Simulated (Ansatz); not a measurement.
GaP: ideal fracture toughness from elastic constants and surface energies

Plane-wave DFT in Ansatz with scalar-relativistic PAW potentials. The crystal relaxes under PBE to F-43m with a = 5.505 Å, 20.85 Å³/atom. No spin polarisation.

Elastic constants with relaxed ions (PBE, cell F-43m with a = 5.506 Å, 420 eV, 8×8×8 k points) give Hill averages B = 77 GPa, G = 51 GPa, E = 126 GPa and ν = 0.227. Slabs with like faces (PBEsol) give, in J/m²:
| face, outer plane | planes | as cut | relaxed |
| --- | --- | --- | --- |
| (110) GaP | 6 | 1.42 | 0.88 |

**Question.** Estimate the Griffith toughness for cleavage on the cheapest of these faces, and the stress that breaks a crystal with an inner crack of half-length 1 μm.

**Answer.** The cheapest face computed is (110) GaP, γ = 0.88 J/m². A crack makes two faces, so G_c = 2γ = 1.77 J/m². In plane strain K_Ic = √(2γE/(1 − ν²)) = 0.48 MPa √m (0.61 with the unrelaxed γ). With σ_f = K_Ic/√(πa) and a = 1 μm the crystal breaks at 273 MPa. The estimate takes isotropic averages for a single crystal and only the faces computed, and it counts no plastic work. Zener's ratio is 1.77, so the isotropic E is rough for this face. Pugh's ratio G/B = 0.67 is above 0.65, on the brittle side, where Griffith's value is a fair lower bound.